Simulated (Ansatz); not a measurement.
Relaxed LaAlO$_{3}$ (cubic perovskite):

```xyz
5
Lattice="3.8124 0.0000 0.0000 0.0000 3.8124 0.0000 0.0000 0.0000 3.8124" Properties=species:S:1:pos:R:3 pbc="T T T"
La     1.9062     1.9062     1.9062
Al     0.0000     0.0000     0.0000
O      0.0000     1.9062     0.0000
O      1.9062     0.0000     0.0000
O      0.0000     0.0000     1.9062
```

In this cell atom 3 (O, nearest neighbour Al at 1.906 Å; its periodic images, 3.8 Å or more away, move with it) is moved by s along Cartesian z, unit vector (0.000, 0.000, 1.000); all other atoms and the cell stay fixed.

Method: PBE (plane waves to 420 eV, PAW, scalar-relativistic; Ansatz, a program for electronic structure). k mesh 7×7×7 (Γ-centred), Fermi-Dirac smearing 0.05 eV. Energies are smeared free energies. F∥ is the force on the atom along that direction. LaAlO3 is run without spin polarisation. LaAlO3 was relaxed with its symmetry unable to fall. This is a high-temperature form of LaAlO3. ΔE is measured from the undisplaced structure.

```csv
s (Å),F∥ (eV/Å),ΔE (eV/cell)
-0.380,…,0.409
-0.304,1.761,…
-0.228,1.267,…
-0.152,0.818,0.061
-0.076,0.401,…
0.000,0.000,0.000
0.076,-0.401,…
0.152,-0.818,0.061
0.228,-1.267,…
0.304,-1.761,…
0.380,…,0.409
```

Task: Fill in the missing entries.

Result: 
- -0.380, F∥ (eV/Å): 2.307
- -0.304, ΔE (eV/cell): 0.255
- -0.228, ΔE (eV/cell): 0.140
- -0.076, ΔE (eV/cell): 0.015
- 0.076, ΔE (eV/cell): 0.015
- 0.228, ΔE (eV/cell): 0.140
- 0.304, ΔE (eV/cell): 0.255
- 0.380, F∥ (eV/Å): -2.307

(For displaced atoms, the force is minus the slope of the energy, and its curvature is a force constant, which sets phonon frequencies.)
